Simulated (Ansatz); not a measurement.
# HfO2: the cost of one run

Computed with Ansatz 0.2.0 (plane waves, PAW, unless a step's input says otherwise).

1 further run of the same task is left out (it didn't finish).

## 1. The system as given

Symmetry: P-3m1, No. 164, trigonal system. Conventional cell: a = 3.232 Å, b = 3.232 Å, c = 29.276 Å, α = 90.00°, β = 90.00°, γ = 120.00°. Hf (site symmetry -3m) has 6 O at 2.10 Å as nearest neighbours. Around O (site symmetry 3m) lie 3 Hf at 2.10 Å.

Structure file:

```
Hf O
1.0
     3.23213    0.00000    0.00000
    -1.61606    2.79911    0.00000
     0.00000    0.00000   29.27600
Hf O
1 2
Direct
  0.00000 0.00000 0.30742
  0.33333 0.66667 0.34020
  0.66667 0.33333 0.27464
```

Cell and atoms come from an earlier r2SCAN relaxation. The cell holds one sheet and vacuum, and is periodic in the plane alone; ε, where given, is a mean over the whole height of the cell, so ε₂ and ε₁ − 1 scale inversely with that height and aren't the sheet's own values. Spin-orbit coupling, which matters for Hf, is in the runs so named alone.

## 2. PBE, anion s p, 6×6×1

The input, input.yaml:

```yaml
crystal:
  lattice:
    - [3.232128209, 0.0, 0.0]
    - [-1.6160641045, 2.7991051373, 0.0]
    - [0.0, 0.0, 29.2760023432]
  atoms:
    - { symbol: Hf, position: [0.0, 0.0, 0.3074190217] }
    - { symbol: O, position: [0.3333333333, 0.6666666667, 0.340196822] }
    - { symbol: O, position: [0.6666666667, 0.3333333333, 0.2746412214] }
  periodic: [true, true, false]
kpoints:
  mp_grid: { grid: [9, 9, 1] }
  band_path:
    path:
      - [0, 0, 0]
      - [0.5, 0, 0]
      - [0.3333333333333, 0.3333333333333, 0]
      - [0, 0, 0]
    npoints: 10
hamiltonian:
  xc: pbe
scf:
  occupations: { method: fixed }
  n_extra_bands: 6
output:
  forces: false
  stress: false
  eigenvalues: true
  wannier:
    kmesh: [6, 6, 1]
    projections: [{ species: O, l: s, shell: 2 }, { species: O, l: p, shell: 2 }]
    minimise: true
    write_hr: true
    conv_tol: 1.0e-08
    max_iter: 3000
```

Run with:

```sh
$ ansatz run input.yaml --threads 4 --pin off --max-ram 5529MiB --backend cpu --events-out ev --progress --plain --runs-dir out
```

What time and memory should one allow on 4 threads of Arm Neoverse N1, shared host?

About 7.3 s, with a peak of 0.55 GiB.
